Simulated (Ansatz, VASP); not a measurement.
NaI in VASP and in Ansatz

```
Na I
1.0
     0.00000    3.18419    3.34340
     3.18419    0.00000    3.34340
     3.18419    3.18419    0.00000
Na I
1 1
Direct
  0.00000 0.00000 0.00000
  0.50000 0.50000 0.50000
```

Alike in both runs: task single point; functional PBE; k mesh 8 × 8 × 8; occupations gaussian, width 0.05 eV; no spin polarisation.

|  | VASP | Ansatz |
| --- | --- | --- |
| version | VASP 6.6.1 | Ansatz 0.2.0 |
| potentials or method | VASP PAW PBE potentials, release 64 (Na_pv, I) | scalar-relativistic, plane waves, PAW |
| plane-wave cutoff (eV) | 520 | 420 |
| valence electrons in the cell | 14 | 26 |

|  | VASP | Ansatz | Ansatz less VASP |
| --- | --- | --- | --- |
| gap on the k mesh at the Fermi level (eV) | 3.62 | 3.62 | +0.003 |
| least direct gap on the mesh (eV) | 3.62 | 3.62 | +0.003 |
| pressure (GPa) | 0.5 | 0.5 | -0.01 |
| largest component of the traceless stress (GPa) | 0.77 | 0.77 | -0.005 |

The two sets of potentials don't hold the same shells in valence.

Caveats: spin-orbit coupling is left out, which moves the levels of the heavy elements. PBE gaps usually lie below the measured ones, often by a third to a half.
